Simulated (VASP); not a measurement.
# Hf (Fm-3m) in VASP: a series of runs

Runs on Hf. Level: PBE. Tasks: relaxation of cell and atoms.

Program: VASP 6.6.1. These are calculated values, not measurements. Logs are shortened: lines on timing, memory, paths and dates and some standing lists are left out, and cuts for length are marked.

### Step 1. Starting point

The structure is cubic, space group Fm-3m (No. 225). Conventional cell: a = 4.440 Å, b = 4.440 Å, c = 4.440 Å, α = 90.00°, β = 90.00°, γ = 90.00°. Around Hf (site symmetry m-3m) lie 12 Hf at 3.14 Å.

This isn't the form of Hf at room conditions, which is hcp.

### Step 2. Relaxation of cell and atoms, PBE

INCAR

```
SYSTEM = Hf
PREC = Accurate
ENCUT = 520
EDIFF = 1E-6
ISMEAR = 0
SIGMA = 0.1
LREAL = .False.
LASPH = .True.
NELM = 120
ALGO = Normal
ISIF = 3
LWAVE = .False.
LCHARG = .False.
GGA = PE
IBRION = 2
NSW = 90
EDIFFG = -0.01
```

KPOINTS

```
regular mesh
0
Gamma
  17 17 17
  0 0 0
```

POSCAR

```
Hf
1.0
    0.0000000000      2.2200000000      2.2200000000
    2.2200000000      0.0000000000      2.2200000000
    2.2200000000      2.2200000000      0.0000000000
Hf
1
Direct
    0.0000000000      0.0000000000      0.0000000000
```

Potentials or basis: VASP PAW PBE potentials, release 64 (Hf_pv).

Command:

```
cat potpaw_PBE.64/Hf_pv/POTCAR > POTCAR
mpirun -np 1 vasp_std > vasp.out
```

OUTCAR:

```text
SYSTEM = Hf
   PREC = Accurate
   ENCUT = 520
   EDIFF = 1E-6
   ISMEAR = 0
   LREAL = .False.
   LASPH = .True.
   NELM = 120
   ISIF = 3
   GGA = PE
   IBRION = 2
   NSW = 90
   EDIFFG = -0.01

 ion  position               nearest neighbor table
   1  0.000  0.000  0.000-

  LATTYP: Found a face centered cubic cell.
 ALAT       =     4.4400000000

  Lattice vectors:

 A1 = (   0.0000000000,   2.2200000000,   2.2200000000)
 A2 = (   2.2200000000,   0.0000000000,   2.2200000000)
 A3 = (   2.2200000000,   2.2200000000,   0.0000000000)

Analysis of symmetry for initial positions (statically):
=====================================================================
 Subroutine PRICEL returns:
 Original cell was already a primitive cell.

 Routine SETGRP: Setting up the symmetry group for a
 face centered cubic supercell.

 Subroutine GETGRP returns: Found 48 space group operations
 (whereof 48 operations were pure point group operations)
 out of a pool of 48 trial point group operations.

The static configuration has the point symmetry O_h .

Analysis of symmetry for dynamics (positions and initial velocities):
=====================================================================
 Subroutine PRICEL returns:
 Original cell was already a primitive cell.

 Routine SETGRP: Setting up the symmetry group for a
 face centered cubic supercell.

 Subroutine GETGRP returns: Found 48 space group operations
 (whereof 48 operations were pure point group operations)
 out of a pool of 48 trial point group operations.

The dynamic configuration has the point symmetry O_h .

 Subroutine INISYM returns: Found 48 space group operations
 (whereof 48 operations are pure point group operations),
 and found     1 'primitive' translations

----------------------------------------------------------------------------------------

                                     Primitive cell

  volume of cell :      21.8821

  direct lattice vectors                    reciprocal lattice vectors
     0.000000000  2.220000000  2.220000000    -0.225225225  0.225225225  0.225225225
     2.220000000  0.000000000  2.220000000     0.225225225 -0.225225225  0.225225225
     2.220000000  2.220000000  0.000000000     0.225225225  0.225225225 -0.225225225

  length of vectors
     3.139554108  3.139554108  3.139554108     0.390101533  0.390101533  0.390101533

  position of ions in fractional coordinates (direct lattice)
     0.000000000  0.000000000  0.000000000

  ion indices of the primitive-cell ions
   primitive index   ion index
                 1           1

----------------------------------------------------------------------------------------

 KPOINTS: regular mesh

Automatic generation of k-mesh.
 Grid dimensions read from file:
 generate k-points for:   17   17   17

 Generating k-lattice:

  Cartesian coordinates                     Fractional coordinates (reciprocal lattice)
    -0.013248543  0.013248543  0.013248543     0.058823529  0.000000000  0.000000000
     0.013248543 -0.013248543  0.013248543     0.000000000  0.058823529  0.000000000
     0.013248543  0.013248543 -0.013248543     0.000000000  0.000000000  0.058823529

  Length of vectors
     0.022947149  0.022947149  0.022947149

  Shift w.r.t. Gamma in fractional coordinates (k-lattice)
     0.000000000  0.000000000  0.000000000

 Subroutine IBZKPT returns following result:
 ===========================================

 Found    165 irreducible k-points:

 Following reciprocal coordinates:
            Coordinates               Weight
  0.000000  0.000000  0.000000      1.000000
  0.058824  0.000000  0.000000      8.000000
  0.117647  0.000000  0.000000      8.000000
  0.176471  0.000000  0.000000      8.000000
  0.235294  0.000000  0.000000      8.000000
  0.294118  0.000000  0.000000      8.000000
[... 16 lines left out ...]
 -0.176471  0.058824  0.000000     24.000000
 -0.117647  0.058824  0.000000     24.000000
 [... further k-points ...]
   k-points           NKPTS =    165   k-points in BZ     NKDIM =    165   number of bands    NBANDS=      9
   number of dos      NEDOS =    301   number of ions     NIONS =      1
   total plane-waves  NPLWV =  13824
   dimension x,y,z NGX =    24 NGY =   24 NGZ =   24
   dimension x,y,z NGXF=    48 NGYF=   48 NGZF=   48
   ions per type =               1
   NGX,Y,Z   is equivalent  to a cutoff of  12.71, 12.71, 12.71 a.u.
   NGXF,Y,Z  is equivalent  to a cutoff of  25.42, 25.42, 25.42 a.u.
 SYSTEM =  Hf
   PREC   = accura    normal or accurate (medium, high low for compatibility)
   ISTART =      0    job   : 0-new  1-cont  2-samecut
   ICHARG =      2    charge: 1-file 2-atom 10-const
   ISPIN  =      1    spin polarized calculation?
   LNONCOLLINEAR =      F non collinear calculations
   LSORBIT =      F    spin-orbit coupling
   LASPH  =      T    aspherical Exc in radial PAW
   ENCUT  =  520.0 eV  38.22 Ry    6.18 a.u.   5.84  5.84  5.84*2*pi/ulx,y,z
   NELM   =    120;   NELMIN=  2; NELMDL= -5     # of ELM steps
   EDIFF  = 0.1E-05   stopping-criterion for ELM
   LREAL  =      F    real-space projection
   EDIFFG = -.1E-01   stopping-criterion for IOM
   NSW    =     90    number of steps for IOM
   IBRION =      2    ionic relax: 0-MD 1-quasi-New 2-CG
   NFREE  =      1    steps in history (QN), initial steepest desc. (CG)
   ISIF   =      3    stress and relaxation
   ISYM   =      2    0-nonsym 1-usesym 2-fastsym
   POTIM  = 0.5000    time-step for ionic-motion
   TEBEG  =    0.0;   TEEND  =   0.0 temperature during run
   PSTRESS=    0.0 pullay stress
   NELECT =      10.0000    total number of electrons
   NUPDOWN=      -1.0000    fix difference up-down
   EMIN   =  10.00;   EMAX   =-10.00  energy-range for DOS
   EFERMI =   0.00;   METHOD = LEGACY
   ISMEAR =     0;   SIGMA  =   0.10  broadening in eV -4-tet -1-fermi 0-gaus
   EFERMI_NEDOS =   21; number of points for ismear=-14 and -15
   IALGO  =     38    algorithm
   IMIX   =      4    mixing-type and parameters
     AMIX     =   0.40;   BMIX     =  1.00
     AMIX_MAG =   1.60;   BMIX_MAG =  1.00
  volume/ion in A,a.u.               =      21.88       147.67
  Fermi-wavevector in a.u.,A,eV,Ry     =   1.260991  2.382927 21.634588  1.590097
  Thomas-Fermi vector in A             =   2.394472
   LORBIT       =      0    0 simple, 1 ext, 2 COOP (PROOUT), +10 PAW based schemes
   GGA     = PE    functional components
   LHFCALC =     F    Hartree Fock is set to
   AEXX    =    0.0000 exact exchange contribution
   IVDW    =     0    specifies the selected vdW correction
   LEPSILON=     F    determine dielectric tensor
   LRPA    =     F    only Hartree local field effects (RPA)
 conjugate gradient relaxation of ions
 non-spin polarized calculation
 Gauss-broadening in eV      SIGMA  =   0.10
  energy-cutoff  :      520.00
  volume of cell :       21.88
 maximum number of plane-waves:       609
   NGX = 11   NGY = 11   NGZ = 11

--------------------------------------- Ionic step        1  -------------------------------------------

 number of electron      10.0000000 magnetization

 Free energy of the ion-electron system (eV)
  ---------------------------------------------------
  ext. energy  EPLUGINS =         0.00000000
  ---------------------------------------------------
  free energy    TOTEN  =        -9.85157849 eV

  energy without entropy =       -9.84426616  energy(sigma->0) =       -9.84792233

------------------------ aborting loop because EDIFF is reached ----------------------------------------

  FORCE on cell =-STRESS in cart. coord.  units (eV):
  Direction    XX          YY          ZZ          XY          YZ          ZX
  --------------------------------------------------------------------------------------
  -------------------------------------------------------------------------------------
  Total        0.3866100      0.3866100      0.3866100     -0.0000000     -0.0000000      0.0000000
  in kB       28.3070584     28.3070584     28.3070584     -0.0000000     -0.0000000      0.0000000
  external PRESSURE =      28.3070584 kB  Pullay stress =       0.0000000 kB

 VOLUME and BASIS-vectors are now :
 -----------------------------------------------------------------------------
  energy-cutoff  :      520.00
  volume of cell :       21.88
      direct lattice vectors                 reciprocal lattice vectors
     0.000000000  2.220000000  2.220000000    -0.225225225  0.225225225  0.225225225
     2.220000000  0.000000000  2.220000000     0.225225225 -0.225225225  0.225225225
     2.220000000  2.220000000  0.000000000     0.225225225  0.225225225 -0.225225225
[... 36 lines left out ...]
 POSITION                                       TOTAL-FORCE (eV/Angst)
 -----------------------------------------------------------------------------------
      0.00000      0.00000      0.00000         0.000000      0.000000     -0.000000
 -----------------------------------------------------------------------------------
    total drift:                               -0.000000      0.000000     -0.000000

  FREE ENERGIE OF THE ION-ELECTRON SYSTEM (eV)
  ---------------------------------------------------
  free  energy   TOTEN  =        -9.8506983936 eV

  energy  without entropy=       -9.8435288284  energy(sigma->0) =       -9.84711361

--------------------------------------- Ionic step        3  -------------------------------------------

 number of electron       9.9999999 magnetization

 Free energy of the ion-electron system (eV)
  ---------------------------------------------------
  ext. energy  EPLUGINS =         0.00000000
  ---------------------------------------------------
  free energy    TOTEN  =        -9.85665726 eV

  energy without entropy =       -9.84932692  energy(sigma->0) =       -9.85299209

 E-fermi :   4.7145     XC(G=0): -11.2655

 val. band max:        4.7084708537   @ k =  -0.1176   0.1765   0.0588
 cond. band min:       4.7206920178   @ k =  -0.4118   0.4118   0.1765
 fundamental gap:      0.0122211641
 Fermi energy:         4.7145089941

 k-point     1 :       0.0000    0.0000    0.0000
  band No.  band energies     occupation
      1     -25.3237      2.00000
      2     -25.3237      2.00000
      3     -25.3237      2.00000
      4      -2.4856      2.00000
      5       6.1103      0.00000
      6       6.1103      0.00000
      7       6.1103      0.00000
      8       8.8840      0.00000
      9       8.8840      0.00000

 k-point     2 :       0.0588    0.0000    0.0000
  band No.  band energies     occupation
      1     -25.3524      2.00000
      2     -25.3273      2.00000
      3     -25.3273      2.00000
      4      -2.3649      2.00000
      5       5.9851      0.00000
      6       6.1689      0.00000
      7       6.1689      0.00000
      8       8.8191      0.00000
      9       8.8191      0.00000
[... 253 lines left out ...]
 k-point    24 :      -0.1176    0.0588    0.0000
  band No.  band energies     occupation
      1     -25.4831      2.00000
      2     -25.3643      2.00000
      3     -25.3370      2.00000
      4      -1.7496      2.00000
      5       5.4394      0.00000
      6       6.4066      0.00000
      7       6.4412      0.00000
      8       8.3104      0.00000
      9       8.8848      0.00000

 [... further k-points ...]

------------------------ aborting loop because EDIFF is reached ----------------------------------------

  FORCE on cell =-STRESS in cart. coord.  units (eV):
  Direction    XX          YY          ZZ          XY          YZ          ZX
  --------------------------------------------------------------------------------------
  -------------------------------------------------------------------------------------
  Total       -0.0007425     -0.0007425     -0.0007425     -0.0000000     -0.0000000     -0.0000000
  in kB       -0.0529318     -0.0529318     -0.0529318     -0.0000000     -0.0000000     -0.0000000
  external PRESSURE =      -0.0529318 kB  Pullay stress =       0.0000000 kB

 VOLUME and BASIS-vectors are now :
 -----------------------------------------------------------------------------
  energy-cutoff  :      520.00
  volume of cell :       22.47
      direct lattice vectors                 reciprocal lattice vectors
     0.000000000  2.239812576  2.239812576    -0.223232964  0.223232964  0.223232964
     2.239812576 -0.000000000  2.239812576     0.223232964 -0.223232964  0.223232964
     2.239812576  2.239812576  0.000000000     0.223232964  0.223232964 -0.223232964

 POSITION                                       TOTAL-FORCE (eV/Angst)
 -----------------------------------------------------------------------------------
      0.00000      0.00000      0.00000         0.000000      0.000000      0.000000
 -----------------------------------------------------------------------------------
    total drift:                                0.000000     -0.000000     -0.000000

  FREE ENERGIE OF THE ION-ELECTRON SYSTEM (eV)
  ---------------------------------------------------
  free  energy   TOTEN  =        -9.8566572632 eV

  energy  without entropy=       -9.8493269195  energy(sigma->0) =       -9.85299209

 reached required accuracy - stopping structural energy minimisation
```

Wall time 22 s (1 thread of Intel Xeon Platinum 8488C (Sapphire Rapids), shared host); peak memory 0.17 GiB.

What came out:

```yaml
Free_energy: -9.8567 eV
Relaxed_volume: 22.47 Å³/atom
Relaxed_cell: a = 3.168 Å, b = 3.168 Å, c = 3.168 Å, α = 60.00°, β = 60.00°, γ = 60.00°
Space_group_after_relaxing_to_0.05_Å: Fm-3m (No. 225)
Energy_gained_by_relaxing: 5.1 meV/atom
Ionic_steps: 3
Pressure_after_relaxing: 0.0 GPa
Band_gap_on_the_k_mesh: none (metal or under the smearing width)
```

The path:
| step | energy change (eV) | largest force (eV/Å) | pressure (GPa) | volume (Å³) |
| --- | --- | --- | --- | --- |
| 1 | 0.0000 | 0.0000 | 2.83 | 21.88 |
| 2 | 0.0009 | 0.0000 | -2.86 | 23.13 |
| 3 | -0.0051 | 0.0000 | -0.01 | 22.47 |

Final structure:
```yaml
crystal:
  lattice:
    - [0.00000, 2.23981, 2.23981]
    - [2.23981, 0.00000, 2.23981]
    - [2.23981, 2.23981, 0.00000]
  atoms:
    - { symbol: Hf, position: [0.00000, 0.00000, 0.00000] }
```

Levels at points of the mesh, in eV from the Fermi level:
| k point | band 2 | band 3 | band 4 | band 5 | band 6 | band 7 | band 8 | band 9 |
| --- | --- | --- | --- | --- | --- | --- | --- | --- |
| (0.00, 0.00, 0.00) | -30.04 | -30.04 | -7.20 | 1.40 | 1.40 | 1.40 | 4.17 | 4.17 |

Spin-orbit coupling is left out, which matters for the levels of Hf. Zero-point motion and thermal expansion aren't in these numbers.

### Step 3. Relaxation of cell and atoms, PBE

This run uses another cell than the first one, of 22.47 Å³/atom, 1.027 times its volume.

Edit INCAR of step 2 so:

```diff
@@ -3,3 +3,3 @@
 ENCUT = 520
-EDIFF = 1E-6
+EDIFF = 1E-7
 ISMEAR = 0
@@ -15,3 +15,4 @@
 IBRION = 2
-NSW = 90
-EDIFFG = -0.01
+NSW = 60
+EDIFFG = -0.005
+POTIM = 0.3
```

KPOINTS is that of step 2.

POSCAR

```
Hf                                      
1.0
    0.0000000000      2.2398125761      2.2398125761
    2.2398125761     -0.0000000000      2.2398125761
    2.2398125761      2.2398125761      0.0000000000
  Hf            
     1
Direct
     0.0000000000000000    0.0000000000000000    0.0000000000000000
```

Potentials or basis: VASP PAW PBE potentials, release 64 (Hf_pv).

Command:

```
cat potpaw_PBE.64/Hf_pv/POTCAR > POTCAR
mpirun -np 1 vasp_std > vasp.out
```

OUTCAR:

```text
SYSTEM = Hf
   PREC = Accurate
   ENCUT = 520
   EDIFF = 1E-7
   ISMEAR = 0
   LREAL = .False.
   LASPH = .True.
   NELM = 120
   ISIF = 3
   GGA = PE
   IBRION = 2
   NSW = 60
   EDIFFG = -0.005
   POTIM = 0.3

 ion  position               nearest neighbor table
   1  0.000  0.000  0.000-

  LATTYP: Found a face centered cubic cell.
 ALAT       =     4.4796251522

  Lattice vectors:

 A1 = (   0.0000000000,   2.2398125761,   2.2398125761)
 A2 = (   2.2398125761,   0.0000000000,   2.2398125761)
 A3 = (   2.2398125761,   2.2398125761,   0.0000000000)

Analysis of symmetry for initial positions (statically):
=====================================================================
 Subroutine PRICEL returns:
 Original cell was already a primitive cell.

 Routine SETGRP: Setting up the symmetry group for a
 face centered cubic supercell.

 Subroutine GETGRP returns: Found 48 space group operations
 (whereof 48 operations were pure point group operations)
 out of a pool of 48 trial point group operations.

[... 168 lines left out ...]
 fundamental gap:      0.0121970896
 Fermi energy:         4.7145125990

 k-point     1 :       0.0000    0.0000    0.0000
  band No.  band energies     occupation
      1     -25.3234      2.00000
      2     -25.3234      2.00000
      3     -25.3234      2.00000
      4      -2.4857      2.00000
      5       6.1104      0.00000
      6       6.1104      0.00000
      7       6.1104      0.00000
      8       8.8841      0.00000
      9       8.8841      0.00000
[... 265 lines left out ...]
 k-point    24 :      -0.1176    0.0588    0.0000
  band No.  band energies     occupation
      1     -25.4828      2.00000
      2     -25.3640      2.00000
      3     -25.3367      2.00000
      4      -1.7497      2.00000
      5       5.4394      0.00000
      6       6.4066      0.00000
      7       6.4413      0.00000
      8       8.3105      0.00000
      9       8.8850      0.00000

 [... further k-points ...]

------------------------ aborting loop because EDIFF is reached ----------------------------------------

  FORCE on cell =-STRESS in cart. coord.  units (eV):
  Direction    XX          YY          ZZ          XY          YZ          ZX
  --------------------------------------------------------------------------------------
  -------------------------------------------------------------------------------------
  Total       -0.0018019     -0.0018019     -0.0018019      0.0000000     -0.0000000      0.0000000
  in kB       -0.1284610     -0.1284610     -0.1284610      0.0000000     -0.0000000      0.0000000
  external PRESSURE =      -0.1284610 kB  Pullay stress =       0.0000000 kB

 VOLUME and BASIS-vectors are now :
 -----------------------------------------------------------------------------
  energy-cutoff  :      520.00
  volume of cell :       22.47
      direct lattice vectors                 reciprocal lattice vectors
     0.000000000  2.239812576  2.239812576    -0.223232964  0.223232964  0.223232964
     2.239812576  0.000000000  2.239812576     0.223232964 -0.223232964  0.223232964
     2.239812576  2.239812576  0.000000000     0.223232964  0.223232964 -0.223232964

 POSITION                                       TOTAL-FORCE (eV/Angst)
 -----------------------------------------------------------------------------------
      0.00000      0.00000      0.00000        -0.000000      0.000000      0.000000
 -----------------------------------------------------------------------------------
    total drift:                                0.000000      0.000000     -0.000000

  FREE ENERGIE OF THE ION-ELECTRON SYSTEM (eV)
  ---------------------------------------------------
  free  energy   TOTEN  =        -9.8567643324 eV

  energy  without entropy=       -9.8494342050  energy(sigma->0) =       -9.85309927

 reached required accuracy - stopping structural energy minimisation
```

Run time: 11 s. Hardware: 1 thread of Intel Xeon Platinum 8488C (Sapphire Rapids), shared host; peak memory 0.16 GiB.

What came out:

* Free energy: -9.8568 eV
* Pressure after relaxing: 0.0 GPa
* Band gap on the k mesh: none (metal or under the smearing width)

Final structure:
```xyz
1
Lattice="0.0000 2.2398 2.2398 2.2398 0.0000 2.2398 2.2398 2.2398 0.0000" Properties=species:S:1:pos:R:3 pbc="T T T"
Hf    0.0000    0.0000    0.0000
```

Levels at points of the mesh, in eV from the Fermi level:
```csv
k point,band 2,band 3,band 4,band 5,band 6,band 7,band 8,band 9
"(0.00, 0.00, 0.00)",-30.04,-30.04,-7.20,1.40,1.40,1.40,4.17,4.17
```

Caveat: the relaxation stopped at its first step, so nothing moved.
